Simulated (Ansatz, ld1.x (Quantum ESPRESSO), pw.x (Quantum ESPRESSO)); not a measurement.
## magnesium (Mg): does the TM potential hold in the solid?

ld1.x (Quantum ESPRESSO) 7.5 input, shortened:

```
&input
   title='Mg', zed=12., rel=1, dft='PBE', iswitch=3,
   config='[Ne] 3s2 3p0 3d-2'
 /
 &inputp
   pseudotype=2, tm=.true., lloc=-2, rcloc=1.90,
   nlcc=.true., rcore=1.75
 /
3
3S  1  0   2.00   0.00  1.90  1.90  0.0
3P  2  1   0.00   0.00  2.95  2.95  0.0
3D  3  2  -2.00   1.44  3.20  3.20  0.0
 &test
   configts(1)='3s2 3p0'
 /
```

Atomic tests: cutoffs needed: 6 Ry and 18 Ry (the cutoffs (Ry, on a coarse ladder) from which the occupation-weighted sum of valence levels, in a spherical-Bessel basis at the reference potential, stays within 10 and 1 mRy of its value at 400 Ry); ghost test: no extra level below or beside the all-electron valence levels (s, p, d, f tested) (spherical-Bessel basis up to 400 Ry, 20 bohr box); largest excitation error: +44 meV (all-electron minus pseudo) for 3s0 3p1, out of 5 test configurations.

Crystal test: sc Mg in pw.x 7.5, no spin, 11³ k-points, Fermi–Dirac smearing 0.01 Ry, cutoffs 50/200 Ry. The reference is all-electron LAPW (Ansatz 0.2.0) with the same functional, mesh and smearing; V0 and B0 come from Birch–Murnaghan fits to the pressures at five volumes. Errors are pseudo minus all-electron; Δ is the rms difference of the E(V) curves that follow from these fits, minima aligned, over ±6 % about the mean V0. Mesh and smearing are coarse, so the numbers serve the comparison and aren't converged zero-temperature values; the lattice is a test structure that the element need not adopt.

```
V (Å³/atom)  P all-electron (GPa)  P pseudo (GPa)
     26.402                  1.08           -4.91
     27.097                  0.42           -5.10
     27.792                 -0.17           -5.25
     28.487                 -0.69           -5.38
     29.182                 -1.14           -5.48
```

All-electron: a0 = 3.021 Å (V0 = 27.58 Å³/atom), B0 = 22.7 GPa.

Pseudopotential: mean pressure error (GPa): -5.13. The pressure does not cross zero within the volumes sampled, so no fit is given. The largest radius (3.20 bohr) exceeds half the bond length (2.86 bohr), so the spheres overlap, which is one possible source of error among others. This is a poor potential for the solid. The atomic tests give no hint of an error of this size, and its cause was not traced. The logarithmic derivative shows an extra or strongly shifted pseudo pole above the reference energy (d near 1.67 Ry).

**Question.** At the middle volume, how do free energy and pressure move when the wave cutoff is lowered (ecutrho kept at four times it)?

**Answer.**

| cutoff (Ry) | shift of F (meV/atom) | shift of P (GPa) |
| --- | --- | --- |
| 22 | +252.6 | +3.67 |
| 30 | +209.8 | +2.77 |
| 40 | +100.8 | +0.05 |

The run at the middle volume (56 k-points, 7 iterations) took about 3.7 s on one core of a shared host (Neoverse-V2, 192 threads, 1485 GiB, load 42).
